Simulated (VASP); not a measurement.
Crystal: GaAs.

```xyz
2
Lattice="0.0000 2.8268 2.8268 2.8268 0.0000 2.8268 2.8268 2.8268 0.0000" Properties=species:S:1:pos:R:3 pbc="T T T"
Ga    0.0000    0.0000    0.0000
As    1.4134    1.4134    1.4134
```

```yaml
Program: VASP 6.6.1
Task: relaxation of cell and atoms
Functional: PBE
Potentials_or_basis: VASP PAW PBE potentials, release 64 (Ga_d, As)
Cutoff: 600 eV
k_mesh: 10 × 10 × 10
Occupations: gaussian, width 0.03 eV
Spin: no spin polarisation
```

At the start: pressure 3.4 GPa; volume 22.59 Å³/atom.

Q: Where does the relaxation end?

A: Over 3 steps the energy falls by 12.1 meV/atom and the volume is 23.77 Å³/atom (+5.2 %); space group F-43m (No. 216, to 0.05 Å).

The path:
| step | energy change (eV) | largest force (eV/Å) | pressure (GPa) | volume (Å³) |
| --- | --- | --- | --- | --- |
| 1 | 0.0000 | 0.0000 | 3.45 | 45.18 |
| 2 | -0.0210 | 0.0000 | -1.02 | 48.43 |
| 3 | -0.0241 | 0.0000 | -0.06 | 47.53 |

Final structure:
```xyz
2
Lattice="0.0000 2.8751 2.8751 2.8751 0.0000 2.8751 2.8751 2.8751 0.0000" Properties=species:S:1:pos:R:3 pbc="T T T"
Ga    0.0000    0.0000    0.0000
As    1.4376    1.4376    1.4376
```
